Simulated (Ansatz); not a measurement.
Runs of Ansatz 0.2.0 on ZrC. Symmetry: Fm-3m, No. 225, cubic system. Conventional cell: a = 4.730 Å, b = 4.730 Å, c = 4.730 Å, α = 90.00°, β = 90.00°, γ = 90.00°. Around Zr (site symmetry m-3m) lie 6 C at 2.37 Å. C (site symmetry m-3m) is surrounded by 6 Zr at 2.37 Å. 

| task | level | potentials or basis | cell | k mesh | cutoff (eV) | smearing | basis error allowed | mesh quality | gap on the mesh (eV) | pressure (GPa) | relaxed volume (Å³/atom) |
| --- | --- | --- | --- | --- | --- | --- | --- | --- | --- | --- | --- |
| relaxation of cell and atoms | PBE+D3(BJ) | all-electron LAPW, scalar-relativistic | relaxed | 10 × 10 × 10 | - | fermi-dirac 0.05 eV | 0.001 eV/atom | not flagged | - | 0.0 | 12.76 |
| single point | r2SCAN0+D4 | all-electron PAW datasets made for the crystal | as given | 5 × 5 × 5 | 280 | gaussian 0.1 eV | - | coarse | none | - | - |
| single point | PBE | all-electron LAPW, scalar-relativistic | as given | 10 × 10 × 10 | 254 | gaussian 0.029 eV | 0.001 eV/atom | not flagged | none | -2.9 | - |
| relaxation of cell and atoms | LDA | all-electron LAPW, scalar-relativistic | relaxed | 10 × 10 × 10 | - | fermi-dirac 0.05 eV | 0.001 eV/atom | not flagged | - | 0.0 | (a) |
| band structure | PBE | all-electron LAPW, scalar-relativistic | as given | 10 × 10 × 10 | 254 | fermi-dirac 0.05 eV | 0.001 eV/atom | not flagged | - | -2.9 | - |
| relaxation of cell and atoms | PBE | all-electron LAPW, scalar-relativistic | relaxed | 10 × 10 × 10 | - | fermi-dirac 0.05 eV | 0.001 eV/atom | not flagged | - | 0.0 | 13.05 |
| phonons | PBEsol | all-electron LAPW, scalar-relativistic | as given | 10 × 10 × 10 | 268 | fermi-dirac 0.05 eV | 0.001 eV/atom | not flagged | none | - | - |
| relaxation of cell and atoms | revPBE | all-electron LAPW, scalar-relativistic | relaxed | 10 × 10 × 10 | - | fermi-dirac 0.05 eV | 0.001 eV/atom | not flagged | - | 0.0 | 13.20 |

Alike in all rows: no spin polarisation.

**Question.** Estimate the missing entries.

**Answer.** (a) 12.50.

Caveats: some runs use coarse meshes; the k mesh is thin for a metal, which can move the energy by tens of meV per atom (some runs); pairwise dispersion overbinds metals, which lowers pressure and volume (some runs); a metal's response needs a denser mesh (some runs).

A k mesh can miss the band edges, and the runs leave out spin-orbit coupling on Zr.

A gap of «none» marks a metal or a gap under the smearing width.

Not every run made on this cell is shown here.
